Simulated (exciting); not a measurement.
# InP (F-43m) in exciting: notebook

One crystal, InP, is run at these levels: PBE; tasks: G0W0 quasiparticle levels, band structure.

Program: exciting (release sodium). These are calculated values, not measurements. Logs are shortened: lines on timing, memory, paths and dates and some standing lists are left out, and cuts for length are marked.

**Experimental background.**

From a printed reference work, data compilation, for a bulk crystal of InP at 1.6 K: band gap 1.4236 eV (direct).

How close the calculation comes is told below.

### Step 1. The crystal as given

The structure is cubic, space group F-43m (No. 216). Conventional cell: a = 5.861 Å, b = 5.861 Å, c = 5.861 Å, α = 90.00°, β = 90.00°, γ = 90.00°. Around In (site symmetry -43m) lie 4 P at 2.54 Å. P (site symmetry -43m) is surrounded by 4 In at 2.54 Å.

### Step 2. G0W0 quasiparticle levels, PBE

Input file input.xml:

```xml
<input>
  <title>InP</title>
  <structure speciespath="./" tshift="false">
    <crystal scale="1">
      <basevect>0.000000000000 5.537842408216 5.537842408216</basevect>
      <basevect>5.537842408216 0.000000000000 5.537842408216</basevect>
      <basevect>5.537842408216 5.537842408216 0.000000000000</basevect>
    </crystal>
    <species speciesfile="In.xml" rmt="2.3">
      <atom coord="0.000000000000 0.000000000000 0.000000000000"/>
    </species>
    <species speciesfile="P.xml" rmt="2">
      <atom coord="0.750000000000 0.750000000000 0.750000000000"/>
    </species>
  </structure>
  <groundstate do="fromscratch" ngridk="5 5 5" rgkmax="6.3" gmaxvr="14" lmaxapw="10" lmaxmat="10" lmaxvr="8" xctype="GGA_PBE" stype="Gaussian" swidth="0.00018375" nempty="10" ValenceRelativity="iora*" epsengy="1e-05" epspot="1e-05" maxscl="60" outputlevel="normal"/>
  <gw taskname="g0w0" ngridq="3 3 3" nempty="50" ibgw="7" nbgw="18" enforceDegeneracy="false" coreflag="xal">
    <mixbasis lmaxmb="3" epsmb="0.0001" gmb="1"/>
    <barecoul basis="mb" barcevtol="0.1"/>
    <freqgrid fgrid="gauleg2" nomeg="16" freqmax="1"/>
    <selfenergy method="ac" singularity="mpb"/>
  </gw>
</input>
```

Potentials or basis: all-electron LAPW+lo, shipped species files, valence relativity iora*.

Command:

```
> OMP_NUM_THREADS=1 exciting_smp
```

INFO.OUT:

```text
================================================================================
EXCITING SODIUM started
[... 10 lines left out ...]

 Lattice vectors (cartesian) :
      0.0000000000      5.5378424082      5.5378424082
      5.5378424082      0.0000000000      5.5378424082
      5.5378424082      5.5378424082      0.0000000000

 Reciprocal lattice vectors (cartesian) :
     -0.5672954234      0.5672954234      0.5672954234
      0.5672954234     -0.5672954234      0.5672954234
      0.5672954234      0.5672954234     -0.5672954234

 Unit cell volume                           :     339.6657630548
 Brillouin zone volume                      :       0.7302773503

 Species :    1 (In)
     parameters loaded from                 :    In.xml
     name                                   :    indium
     nuclear charge                         :     -49.00000000
     electronic charge                      :      49.00000000
     atomic mass                            :  209300.41010000
     muffin-tin radius                      :       2.30000000
     # of radial points in muffin-tin       :     400

     atomic positions (lattice) :
       1 :   0.00000000  0.00000000  0.00000000

 Species :    2 (P)
     parameters loaded from                 :    P.xml
     name                                   :    phosphorus
     nuclear charge                         :     -15.00000000
     electronic charge                      :      15.00000000
     atomic mass                            :   56461.71408000
     muffin-tin radius                      :       2.00000000
     # of radial points in muffin-tin       :     300

     atomic positions (lattice) :
       1 :   0.75000000  0.75000000  0.75000000

 Total number of atoms per unit cell        :       2

 Spin treatment                             :    spin-unpolarised

 Number of Bravais lattice symmetries       :      48
 Number of crystal symmetries               :      24

 k-point grid                               :       5    5    5
 Total number of k-points                   :      14
 k-point set is reduced with crystal symmetries

 R^MT_min * |G+k|_max (rgkmax)              :       6.30000000
 Species with R^MT_min                      :       2 (P)
 Maximum |G+k| for APW functions            :       3.15000000
 Maximum |G| for potential and density      :      14.00000000

 G-vector grid sizes                        :      36    36    36
 Total number of G-vectors                  :   15665

 Maximum angular momentum used for
     APW functions                          :      10
     computing H and O matrix elements      :      10
     potential and density                  :       8
     inner part of muffin-tin               :       2

 Total nuclear charge                       :     -64.00000000
 Total electronic charge                    :      64.00000000
 Total core charge                          :      40.00000000
 Total valence charge                       :      24.00000000

 Number of empty states                     :      10
 Total number of valence states             :      23

 Maximum Hamiltonian size                   :     206
 Maximum number of plane-waves              :     185
 Total number of local-orbitals             :      21

 Exchange-correlation type                  :      20
     Perdew-Burke-Ernzerhof, Phys. Rev. Lett. 77, 3865 (1996)
     Generalised gradient approximation (GGA)

 Smearing scheme                            :    Gaussian
 Smearing width                             :       0.00018375

 Using multisecant Broyden potential mixing
[... 16 lines left out ...]
+ SCF iteration number :    1                                                  +
++++++++++++++++++++++++++++++++++++++++++++++++++++++++++++++++++++++++++++++++
 Total energy                               :     -6222.27152299
 _______________________________________________________________
 Fermi energy                               :         0.16578635
 Kinetic energy                             :      6527.16828850
 Coulomb energy                             :    -12566.15677586
 Exchange energy                            :      -180.06133600
 Correlation energy                         :        -3.22169962

 DOS at Fermi energy (states/Ha/cell)       :         0.00000000

 Electron charges :
     core                                   :        40.00000000
     core leakage                           :         0.00169919
     valence                                :        24.00000000
     interstitial                           :         4.42847193
     charge in muffin-tin spheres :
                  atom     1    In          :        46.55049427
                  atom     2     P          :        13.02103380
     total charge in muffin-tins            :        59.57152807
     total charge                           :        64.00000000

 Estimated fundamental gap                  :         0.04275892
        valence-band maximum at    1      0.0000  0.0000  0.0000
     conduction-band minimum at    1      0.0000  0.0000  0.0000

++++++++++++++++++++++++++++++++++++++++++++++++++++++++++++++++++++++++++++++++
+ SCF iteration number :    2                                                  +
++++++++++++++++++++++++++++++++++++++++++++++++++++++++++++++++++++++++++++++++
 Total energy                               :     -6224.69486995
 _______________________________________________________________
 Fermi energy                               :         0.17361972
 Kinetic energy                             :      6525.31290823
 Coulomb energy                             :    -12566.71531558
 Exchange energy                            :      -180.06857428
 Correlation energy                         :        -3.22388832

 DOS at Fermi energy (states/Ha/cell)       :         0.00000000

 Electron charges :
     core                                   :        40.00000000
     core leakage                           :         0.00171080
     valence                                :        24.00000000
     interstitial                           :         4.48450368
     charge in muffin-tin spheres :
                  atom     1    In          :        46.64046658
                  atom     2     P          :        12.87502974
     total charge in muffin-tins            :        59.51549632
     total charge                           :        64.00000000

 Estimated fundamental gap                  :         0.03292611
        valence-band maximum at    1      0.0000  0.0000  0.0000
     conduction-band minimum at    1      0.0000  0.0000  0.0000

 RMS change in effective potential (target) :  0.742483E-01  ( 0.100000E-04)
 Absolute change in total energy   (target) :   2.42335      ( 0.100000E-04)
 Charge distance                   (target) :  0.552251E-02  ( 0.100000E-04)

++++++++++++++++++++++++++++++++++++++++++++++++++++++++++++++++++++++++++++++++
+ SCF iteration number :    3                                                  +
++++++++++++++++++++++++++++++++++++++++++++++++++++++++++++++++++++++++++++++++
 Total energy                               :     -6225.32287339
 _______________________________________________________________
 Fermi energy                               :         0.17682441
 Kinetic energy                             :      6524.65036479
 Coulomb energy                             :    -12566.68865442
 Exchange energy                            :      -180.05976505
 Correlation energy                         :        -3.22481871
[... 323 lines left out ...]
 Electron charges :
     core                                   :        40.00000000
     core leakage                           :         0.00170221
     valence                                :        24.00000000
     interstitial                           :         4.53971526
     charge in muffin-tin spheres :
                  atom     1    In          :        46.69909228
                  atom     2     P          :        12.76119246
     total charge in muffin-tins            :        59.46028474
     total charge                           :        64.00000000

 Estimated fundamental gap                  :         0.02508148
        valence-band maximum at    1      0.0000  0.0000  0.0000
     conduction-band minimum at    1      0.0000  0.0000  0.0000

 RMS change in effective potential (target) :  0.166127E-08  ( 0.100000E-04)
 Absolute change in total energy   (target) :  0.481472E-05  ( 0.100000E-04)
 Charge distance                   (target) :  0.233717E-08  ( 0.100000E-04)

++++++++++++++++++++++++++++++++++++++++++++++++++++++++++++++++++++++++++++++++
+ SCF iteration number :   14                                                  +
++++++++++++++++++++++++++++++++++++++++++++++++++++++++++++++++++++++++++++++++
 Total energy                               :     -6225.35883691
 _______________________________________________________________
 Fermi energy                               :         0.17506060
 Kinetic energy                             :      6524.18404976
 Coulomb energy                             :    -12566.27754367
 Exchange energy                            :      -180.04006352
 Correlation energy                         :        -3.22527948

 DOS at Fermi energy (states/Ha/cell)       :         0.00000000

 Electron charges :
     core                                   :        40.00000000
     core leakage                           :         0.00170221
     valence                                :        24.00000000
     interstitial                           :         4.53971526
     charge in muffin-tin spheres :
                  atom     1    In          :        46.69909228
                  atom     2     P          :        12.76119246
     total charge in muffin-tins            :        59.46028474
     total charge                           :        64.00000000

 Estimated fundamental gap                  :         0.02508148
        valence-band maximum at    1      0.0000  0.0000  0.0000
     conduction-band minimum at    1      0.0000  0.0000  0.0000

 RMS change in effective potential (target) :  0.311347E-08  ( 0.100000E-04)
 Absolute change in total energy   (target) :  0.347753E-06  ( 0.100000E-04)
 Charge distance                   (target) :  0.516465E-09  ( 0.100000E-04)

++++++++++++++++++++++++++++++++++++++++++++++++++++++++++++++++++++++++++++++++
| Convergency criteria checked for the last 2 iterations                       +
| Convergence targets achieved. Performing final SCF iteration                 +
++++++++++++++++++++++++++++++++++++++++++++++++++++++++++++++++++++++++++++++++
 Total energy                               :     -6225.35883649
 _______________________________________________________________
 Fermi energy                               :         0.17506060
 Kinetic energy                             :      6524.18404994
 Coulomb energy                             :    -12566.27754345
 Exchange energy                            :      -180.04006351
 Correlation energy                         :        -3.22527948

 DOS at Fermi energy (states/Ha/cell)       :         0.00000000

 Electron charges :
     core                                   :        40.00000000
     core leakage                           :         0.00170221
     valence                                :        24.00000000
     interstitial                           :         4.53971526
     charge in muffin-tin spheres :
                  atom     1    In          :        46.69909227
                  atom     2     P          :        12.76119246
     total charge in muffin-tins            :        59.46028474
     total charge                           :        64.00000000

 Estimated fundamental gap                  :         0.02508148
        valence-band maximum at    1      0.0000  0.0000  0.0000
     conduction-band minimum at    1      0.0000  0.0000  0.0000

++++++++++++++++++++++++++++++++++++++++++++++++++++++++++++++++++++++++++++++++
[... 9 lines left out ...]
| EXCITING SODIUM stopped                                                      =
================================================================================
```

Wall time 30 min (1 thread of AMD EPYC 7R43 (Zen 3), shared host); peak memory 0.42 GiB.

What came out:

| Property | Result |
| --- | --- |
| Band gap on the k mesh, mean-field level | 0.68 eV, direct |
| All electrons inside the program's atomic spheres | In 46.70; P 12.76 (radii In 2.3, P 2.0 bohr) |
| Quasiparticle gap | 1.35 eV |
| Least direct quasiparticle gap | 1.35 eV |

Caveat: the basis lacks high local orbitals and the q mesh is coarse, so quasiparticle gaps aren't converged; this odd mesh holds no zone-boundary point such as X or L, so its gap can lie well above the true one; spin-orbit coupling is left out, which moves the levels of the heavy elements.

(Part 1 of 2 ends here.)
